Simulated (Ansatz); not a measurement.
## PbS (Galena) in Ansatz: convergence with k mesh

Crystal: PbS (Galena).

```
Pb S
1.0
     0.00000    2.96575    2.96575
     2.96575    0.00000    2.96575
     2.96575    2.96575    0.00000
Pb S
1 1
Direct
  0.98849 0.01386 0.99772
  0.49387 0.50530 0.49704
```

The cell isn't the ideal one: atoms moved at random, drawn with an rms of 0.05 Å.

- Program: Ansatz 0.2.0
- Task: convergence study
- Functional: PBE
- Potentials or basis: SPMS NC
- Cutoff: 544 eV (not typed: the program's choice for these potentials)
- k mesh: 3 × 3 × 3
- Occupations: gaussian, width 0.05 eV
- Spin: no spin polarisation

These are the settings of the first run; the series varies k mesh, with any setting tied to it.

Hardware: 2 threads of Intel(R) Xeon(R) Platinum 8259CL CPU @ 2.50GHz (Skylake/Cascade Lake) (shared host).

```
      k mesh  energy less the tightest run, at zero smearing (meV/atom)  pressure (GPa)  largest force (eV/Å)  gap on the mesh (eV)  SCF cycles  CPU time (s)  peak memory (GiB)
   3 × 3 × 3                                                     -57.36            1.12                 0.010                 2.221           8           1.4               0.33
   4 × 4 × 4                                                       6.34            2.24                 0.018                 0.377           8             3               0.35
   5 × 5 × 5                                                      -6.49            1.97                 0.017                 1.308           8           5.3               0.38
   6 × 6 × 6                                                      -1.09            2.13                 0.012                 0.378           8           9.2               0.41
   7 × 7 × 7                                                      -1.12            2.11                 0.019                 0.960           8            15               0.46
   9 × 9 × 9                                                      -0.28            2.14                 0.020                 0.780           8            32               0.56
11 × 11 × 11                                                      -0.07            2.16                 0.020                 0.672           8            58               0.77
13 × 13 × 13                                                       0.00            2.16                 0.020                 0.603           8            96                1.1
```

Against the tightest run, the energy stays within 1 meV/atom from 9 × 9 × 9 on; the pressure stays within 0.1 GPa from 6 × 6 × 6 on; the largest force stays within 0.005 eV/Å from 7 × 7 × 7 on. Not settled before the last step: the gap on the mesh (to 0.01 eV). Meshes of other sizes hit other points, so gaps and Fermi surfaces needn't settle smoothly. The tightest run that finished is the yardstick and may itself not be fully converged.

Caveat, for the tightest run too: odd divisions of the mesh miss points on the zone boundary, where band edges often lie, so the gap on the mesh can be too wide; spin-orbit coupling is left out, which as a rule narrows the gap of such compounds by several tenths of an eV.
